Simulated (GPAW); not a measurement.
# Ru (P6_3/mmc) in GPAW: a series of runs

The runs below take Ru through single point, relaxation of cell and atoms, with r2SCAN, rSCAN+D4, revPBE+D3.

All numbers are computed with GPAW 26.7.0; they aren't measurements. Logs are shortened: lines on timing, memory, paths and dates and some standing lists are left out, and cuts for length are marked. The log counts tension as positive stress, the text compression.

## Step 1: The crystal as given

The structure is hexagonal, space group P6_3/mmc (No. 194). The conventional cell has a = 2.706 Å, b = 2.706 Å, c = 4.282 Å, α = 90.00°, β = 90.00°, γ = 120.00°. Around Ru (site symmetry -6m2) lie 12 Ru at 2.65 to 2.71 Å.

## Step 2: Single point, r2SCAN

File run.py:

```python
from ase import Atoms
from ase.dft.bandgap import bandgap
from ase.io import write
from ase.units import GPa
from gpaw import GPAW, PW

atoms = Atoms(['Ru', 'Ru'],
              cell=[[2.7058, 0.0, 0.0],
                    [-1.3529, 2.3432915376, 0.0],
                    [0.0, 0.0, 4.2819]],
              scaled_positions=[[0.6666666667, 0.3333333333, 0.75],
                                [0.3333333333, 0.6666666667, 0.25]],
              pbc=True)

calc = GPAW(mode=PW(450),
            xc='MGGA_X_R2SCAN+MGGA_C_R2SCAN',
            kpts={'size': (9, 9, 5), 'gamma': True},
            occupations={'name': 'fermi-dirac', 'width': 0.05},
            setups={'Ru': '8'},
            nbands=-13,
            convergence={'density': 1e-05, 'energy': 1e-05},
            maxiter=80,
            txt='gpaw.txt')
atoms.calc = calc
energy = atoms.get_potential_energy()
forces = atoms.get_forces()
stress = atoms.get_stress()
calc.write('gs.gpw')
write('result.traj', atoms)
print(f'Energy: {energy:.6f} eV')
print('Forces (eV/A):')
print(forces.round(4))
print('Stress (GPa):', (stress / GPa).round(3))
print('Fermi level:', round(calc.get_fermi_level(), 4), 'eV')
print(f'Gap: {bandgap(calc)[0]:.4f} eV, direct: {bandgap(calc, direct=True)[0]:.4f} eV')
```

Potentials or basis: GPAW PAW data sets (gpaw-data 1.2.1), other valence, pw.

The run is started by

```bash
> OMP_NUM_THREADS=1 python run.py
```

gpaw.txt:

```text
__  _  _
 | _ |_)|_||  |
 |__||  | ||/\| - 26.7.0

Input parameters:
  mode=PW(ecut=450.00000000000006),
  convergence={'density': 1e-05, 'energy': 1e-05},
  kpts=MonkhorstPack(size=(9, 9, 5), gamma=True),
  maxiter=80,
  nbands=-13,
  occupations=Occupations(name='fermi-dirac', width=0.05),
  setups={'Ru': '8'},
  xc=XC(name='MGGA_X_R2SCAN+MGGA_C_R2SCAN')

Diagonalizing LCAO Hamiltonian
Converting LCAO to pw mode

          Ru

        Ru

Atoms  # Å, Bohr magnetons
|   | symbol |         x |        y |        z |    initial magnetic moments |
|---|--------|-----------|----------|----------|-----------------------------|
| 0 |     Ru |  1.352900 | 0.781097 | 3.211425 | ( 0.0000,  0.0000,  0.0000) |
| 1 |     Ru | -0.000000 | 1.562194 | 1.070475 | ( 0.0000,  0.0000,  0.0000) |

Unit cell  # Å
| periodic |         x |        y |        z |  lengths |     angles |
|----------|-----------|----------|----------|----------|------------|
|      yes |  2.705800 | 0.000000 | 0.000000 | 2.705800 |  90.000000 |
|      yes | -1.352900 | 2.343292 | 0.000000 | 2.705800 |  90.000000 |
|      yes |  0.000000 | 0.000000 | 4.281900 | 4.281900 | 120.000000 |

Number of symmetries: 12
Symmetry operations  # r_c * U_cc + t_c -> r_c
|    | kind |            matrix            |
|----|------|------------------------------|
|  0 |  σ   |  1, 1, 0,  0,-1, 0,  0, 0, 1 |
|  1 |  S6  |  1, 1, 0, -1, 0, 0,  0, 0,-1 |
|  2 |  E   |  1, 0, 0,  0, 1, 0,  0, 0, 1 |
|  3 |  C2  |  1, 0, 0, -1,-1, 0,  0, 0,-1 |
|  4 |  C2  |  0, 1, 0,  1, 0, 0,  0, 0,-1 |
|  5 |  C3  |  0, 1, 0, -1,-1, 0,  0, 0, 1 |
|  6 |  S6  |  0,-1, 0,  1, 1, 0,  0, 0,-1 |
|  7 |  σ   |  0,-1, 0, -1, 0, 0,  0, 0, 1 |
|  8 |  σ   | -1, 0, 0,  1, 1, 0,  0, 0, 1 |
|  9 |  i   | -1, 0, 0,  0,-1, 0,  0, 0,-1 |
| 10 |  C3  | -1,-1, 0,  1, 0, 0,  0, 0, 1 |
| 11 |  C2  | -1,-1, 0,  0, 1, 0,  0, 0,-1 |

BZ-sampling:
  Number of BZ points: 405
  Number of IBZ points: 50

  Monkhorst-Pack size: [9, 9, 5]
  Monkhorst-Pack shift: [0, 0, 0]

K-points  # in reciprocal-cell coordinates
|     |                                coordinates |     weight |
|-----|--------------------------------------------|------------|
|   0 | (  0.00000000,   0.00000000,   0.00000000) | 0.00246914 |
|   1 | (  0.00000000,   0.00000000,   0.20000000) | 0.00493827 |
|   2 | (  0.00000000,   0.00000000,   0.40000000) | 0.00493827 |
|   3 | (  0.11111111,   0.00000000,  -0.40000000) | 0.01481481 |
|   4 | (  0.11111111,   0.00000000,  -0.20000000) | 0.01481481 |
|   5 | (  0.11111111,   0.00000000,   0.00000000) | 0.01481481 |
|   6 | (  0.11111111,   0.00000000,   0.20000000) | 0.01481481 |
|   7 | (  0.11111111,   0.00000000,   0.40000000) | 0.01481481 |
|   8 | (  0.22222222,  -0.11111111,   0.00000000) | 0.01481481 |
|   9 | (  0.22222222,  -0.11111111,   0.20000000) | 0.02962963 |
| ... |                                            |            |
|  49 | (  0.44444444,   0.44444444,   0.40000000) | 0.02962963 |

Plane wave coefficients: 597
Cutoff: 450.00000000000006 eV

Spin-components: 1 (collinear spins)
Bands:           21
Projectors:      12
Spin-degeneracy: 2
Datatype:        complex128

Density:
  Valence electrons: 16.0
  Components: 1
  Grid points: [14 14 21]
  Charge: 0.0  # |e|

Potential:
  Grid points: [14 14 21]

species:
  Ru:
    name:    Ruthenium
    Z:       44.0
    valence: 8
    core:    36
    charge:  0.0  # [|e|]
    compensation charges:
      type: gauss
      rc: 0.44  # [Å]
      lmax: 2
    cutoffs:
      filter: 2.43  # [Å]
      core: 3.17  # [Å]
    projectors
    | kind |    occ | energy [eV] | rcut [Å] |
    |------|--------|-------------|----------|
    |   5s |  1.000 |      -4.237 |    1.376 |
    |   5p |  0.000 |      -0.913 |    1.376 |
    |   4d |  7.000 |      -5.203 |    1.376 |
    |    s |        |      22.975 |    1.376 |
    |    p |        |      26.298 |    1.376 |
    |    d |        |      22.008 |    1.376 |

    Using partial waves for Ru as LCAO basis

Reference energy: -246490.249941  # eV

eigensolver:
  PPCG
  Converge bands: occupied
  niter=2

density mixing:
  MSR1-Mixer
  Pratt-step length: 0.05
  Maximum mixing coefficient: 0.75
  Old densities: 10
  SVD Regularization: 0.005
  Good broyden scale: 1.0
  Trust region scale: 1.0
  Backstep threshold: 4.0
  History deletion threshold: 6.0
  Fourier metric: weight=20.0, sigma=0.015

occupation numbers:
  Fermi-Dirac:
    width: 0.0500  # eV

poisson solver:
  ecut: 3600.0000000000005  # eV

xc functional:
  name: MGGA_X_R2SCAN+MGGA_C_R2SCAN with 2 nearest neighbor stencil

convergence criteria:
- Maximum integral of absolute [dens]ity change: 1e-05 electrons / valence electron
- Maximum [total energy] change in last 3 cyles: 1e-05 eV / valence electron
- Maximum integral of absolute [eigenst]ate change: 4e-08 eV^2 / valence electron
maximum number of iterations: 80

SCF iterations
|iter     | |      energy | eigst |  dens |
|---------|-|-------------|-------|-------|
|iter:   1| |  -42.846899 | +0.20 |       |
|iter:   2| |  -43.029001 | -0.89 | -0.79 |
|iter:   3| |  -42.485529 | -1.70 | -0.88 |
|iter:   4| |  -42.300754 | -1.80 | -1.17 |
|iter:   5| |  -42.295181 | -3.24 | -2.13 |
|iter:   6| |  -42.293775 | -3.60 | -2.42 |
|iter:   7| |  -42.293840 | -5.29 | -3.29 |
|iter:   8| |  -42.293834c| -6.55 | -3.77 |
|iter:   9| |  -42.293835c| -7.51c| -4.56 |
|iter:  10| |  -42.293835c| -7.58c| -4.81 |
|iter:  11| |  -42.293835c| -8.25c| -5.56c|

Converged in 11 steps
Energy contributions relative to reference atoms: (reference = -246490.249941)

Energy contributions:
  Kinetic:         -24.047356
  Coulomb:          15.893190
  Zero:              0.539776
  External:          0.000000
  Xc:              -34.673500
  Entropy:          -0.011889
  Spinorbit:         0.000000
  ----------------------------
  Free energy:     -42.299779
  Extrapolated:    -42.293835

dipole moment: (-0.000006, -0.000010, -0.000017)  # |e|*Ang

Fermi level: 11.590
Eigenvalues  # (at kpt = [0.000, 0.000, 0.000])
| band index |      eig [eV] | occ [0-2] |
|------------|---------------|-----------|
|          0 |         3.102 |     2.000 |
|          1 |         5.022 |     2.000 |
|          2 |         8.780 |     2.000 |
|          3 |         8.780 |     2.000 |
|          4 |         8.976 |     2.000 |
|          5 |         9.478 |     2.000 |
[... 9 lines left out ...]
|         15 |        32.545 |     0.000 |
|         16 |        36.694 |     0.000 |
|        ... |               |           |
|         20 |        38.604 |     0.000 |

No gap
No difference between direct/indirect transitions

Forces  # eV/Ang
|        x |        y |        z |
|----------|----------|----------|
| -0.00000 | -0.00000 | -0.00001 |  # Ru   0
|  0.00000 |  0.00000 |  0.00001 |  # Ru   1

Stress tensor  # eV/Ang^3
|         x |         y |         z |
|-----------|-----------|-----------|
| -0.018968 | -0.000000 |  0.000000 |
| -0.000000 | -0.018968 | -0.000000 |
|  0.000000 | -0.000000 | -0.019987 |

# Writing to gs.gpw (mode='')
```

Wall time 38 s (1 thread of Arm Neoverse V1, shared host); peak memory 0.22 GiB.

Results:

- Free energy: -42.2998 eV
- Pressure: 3.1 GPa
- Band gap on the k mesh: none (metal or under the smearing width)

Caveat: the cutoff is short for stress and forces, so pressures can be off by a GPa or more; the PAW data sets were made with another functional, which shifts forces and pressure a little.

(Part 1 of 2 ends here.)
